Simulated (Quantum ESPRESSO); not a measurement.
The system is AlFe.

```
Fe Al
1.0
     2.91000    0.00000    0.00000
     0.00000    2.91000    0.00000
     0.00000    0.00000    2.91000
Fe Al
1 1
Cartesian
  1.4550 1.4550 1.4550
  0.0000 0.0000 0.0000
```

- Program: Quantum ESPRESSO 7.5
- Task: single point
- Functional: PBE
- Potentials or basis: SSSP 1.3 efficiency PBE
- Cutoff: 871 eV
- Density cutoff: 10640 eV
- k mesh: 9 × 9 × 9
- Occupations: fermi-dirac, width 0.05 eV
- Spin: collinear spin, ferromagnetic start
- Starting moments: [3.0, 0.0] μB

On this cell: pressure -7.0 GPa; largest force zero by symmetry; net moment 0.66 μB per cell; site moments Fe +0.70; Al -0.03 μB; band gap on the k mesh none (metal or under the smearing width).

The same run follows on a disturbed copy (atoms moved at random, drawn with an rms of 0.05 Å):

```
Fe Al
1.0
     2.91000    0.00000    0.00000
     0.00000    2.91000    0.00000
     0.00000    0.00000    2.91000
Fe Al
1 1
Direct
  0.51559 0.50657 0.47597
  0.01707 0.01564 0.98906
```

Problem. What changes?

Solution. The energy (extrapolated to zero smearing) moves by +3.8 meV/atom; pressure -6.9 GPa; largest force 0.331 eV/Å; net moment 0.66 μB per cell; site moments Fe +0.70; Al -0.03 μB; band gap on the k mesh none (metal or under the smearing width).

Forces on the atoms (eV/Å):
```
Fe   0.031  0.188  0.270
Al  -0.031 -0.188 -0.270
```

Stress tensor (GPa, compression positive):
```
-6.82  0.02  0.02
 0.02 -6.87  0.14
 0.02  0.14 -6.93
```
